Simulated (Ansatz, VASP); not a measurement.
**Si: VASP beside Ansatz**

```
Si
1.0
     2.67176    0.00000    0.00000
    -1.33588    2.31381    0.00000
     0.00000    0.00000    2.47968
Si
1
Cartesian
  0.0000 0.0000 0.0000
```

Alike in both runs: functional RPBE; k mesh 14 × 14 × 13; occupations fermi-dirac, width 0.15 eV; no spin polarisation.

Ansatz relaxed the structure, and its values are those at the end. VASP's run is a single point on that final structure, the one shown.

|  | VASP | Ansatz |
| --- | --- | --- |
| version | VASP 6.6.1 | Ansatz 0.2.0 |
| potentials or method | VASP PAW PBE potentials, release 64 (Si) | plane waves, PAW |
| plane-wave cutoff (eV) | 520 | 558 |
| valence electrons in the cell | 4 | 4 |

VASP gave:

```
pressure (GPa) : -0.4
```

**Question.** Which values does Ansatz return?

**Answer.** Pressure (GPa): 0.0.

The functional is the same, so the differences come from potentials, cutoffs and numerics.

Caveats: the PAW data sets were made with another functional, which shifts forces and pressure a little (VASP).
